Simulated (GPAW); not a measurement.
Runs of GPAW 26.7.0 on ZrO2. Symmetry: Fm-3m, No. 225, cubic system. Conventional cell: a = 5.090 Å, b = 5.090 Å, c = 5.090 Å, α = 90.00°, β = 90.00°, γ = 90.00°. Zr (site symmetry m-3m) is surrounded by 8 O at 2.20 Å. O (site symmetry -43m) is surrounded by 4 Zr at 2.20 Å. Measurements of this composition are mostly on another form, of space group No. 14.

```tsv
task	level	potentials or basis	spin	k mesh	band path	band points	spin axis theta (degrees)	spin axis phi (degrees)	soc after scf	gap on the mesh (eV)	pressure (GPa)	V0 of scaled cells (Å³/atom)	B0 (GPa)
equation of state	PBEsol+D3(BJ)	PAW data sets generated in the run's folder for this functional, pw	off	7 × 7 × 7	-	-	-	-	-	-	-	10.59	264
band structure	vdW-DF2	GPAW PAW data sets (gpaw-data 1.2.1), pw	SOC, no magnetisation	7 × 7 × 7	GXWKGLUWLK,UX	80	0	0	second variation	(c)	-	-	-
equation of state	AM05	PAW data sets generated in the run's folder for this functional, pw	off	7 × 7 × 7	-	-	-	-	-	-	-	10.75	253
electron localisation function	RPBE	the program's PAW data sets (release 1.2.1) made for this functional, pw	off	9 × 9 × 9	-	-	-	-	-	3.45	6.9	-	-
equation of state	revPBE+D3	the program's PAW data sets (release 1.2.1) made for this functional, pw	off	7 × 7 × 7	-	-	-	-	-	-	-	(b)	232
band structure	BP86	PAW data sets generated in the run's folder for this functional, pw	SOC, no magnetisation	7 × 7 × 7	GXWKGLUWLK,UX	80	0	0	second variation	(a)	1.4	-	-
Wannier functions	RPBE	the program's PAW data sets (release 1.2.1) made for this functional, pw	off	9 × 9 × 9	-	-	-	-	-	3.45	6.9	-	-
```

Alike in all rows: cell as given; cutoff (eV) 800; smearing fermi-dirac 0.05 eV.

**Question.** Estimate the missing entries.

**Answer.** (a) 3.44; (b) 10.99; (c) 3.57.

Caveats: spin-orbit coupling was added after a scalar SCF, so levels and gaps hold it while energy, forces, pressure and moments don't (some runs); this program's spin-orbit splittings come out too wide for heavy elements (some runs); the mesh misses the band edges, which the band path finds closer together (some runs); an odd mesh through Γ misses points on the zone boundary, where band edges often lie (some runs); the PAW data sets were made with another functional, which shifts forces and pressure a little (some runs).

A k mesh can miss the band edges, and rows without SOC leave out spin-orbit coupling on Zr.

Runs at the PBE level aren't shown here.
